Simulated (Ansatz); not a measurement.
A surface is cut from this relaxed crystal of SiNi:

```xyz
8
Lattice="5.0878 0.0000 0.0000 0.0000 3.3578 0.0000 0.0000 0.0000 5.5278" Properties=species:S:1:pos:R:3 pbc="T T T"
Si    1.6354    2.5183    0.4785
Si    0.9085    0.8394    3.2424
Si    4.1793    2.5183    2.2855
Si    3.4525    0.8394    5.0494
Ni    0.0473    0.8394    1.0358
Ni    2.4966    2.5183    3.7998
Ni    2.5912    0.8394    1.7281
Ni    5.0405    2.5183    4.4920
```

Miller indices refer to the conventional cell of Pnma (No. 62), a = 5.088 Å, b = 3.358 Å, c = 5.528 Å, α = 90.00°, β = 90.00°, γ = 90.00°.

The (001) slab of 16 planes, 10.4 Å thick with 15 Å of vacuum as cut; outer planes Ni (top) and Ni (bottom).

Level of theory: Ansatz, DFT PBEsol, scalar-relativistic, plane waves, PAW. Plane waves to 420 eV, a k mesh through Γ of 10×7×1 on the computed 16-atom cell and Gaussian smearing (0.10 eV); no spin polarisation. A dipole correction removes the field between periodic images along c.

With the atoms at the bulk's places:

```
Surface energy (mean of both faces) : 2.92 J/m²
Work function                       : 4.17 eV
```

Q: What changes when all atoms relax within this surface cell and its symmetry?

A: The energy falls by 0.229 J/m² a face, and the largest move is 0.32 Å.

* Surface energy (mean of both faces): 2.69 J/m²
* Work function: 4.44 eV

```tsv
plane (bottom to top)	atoms	spacing to next, bulk (Å)	relaxed (Å)	change (%)
1	Ni	0.557	0.309	-44.6
2	Si	0.957	0.888	-7.2
3	Si	0.557	0.622	+11.6
4	Ni	0.692	0.683	-1.3
5	Ni	0.557	0.540	-3.1
6	Si	0.957	0.963	+0.6
7	Si	0.557	0.563	+1.1
8	Ni	0.692	0.679	-1.9
9	Ni	0.557	0.563	+1.1
10	Si	0.957	0.963	+0.6
11	Si	0.557	0.540	-3.1
12	Ni	0.692	0.683	-1.3
13	Ni	0.557	0.622	+11.6
14	Si	0.957	0.888	-7.2
15	Si	0.557	0.309	-44.6
16	Ni
```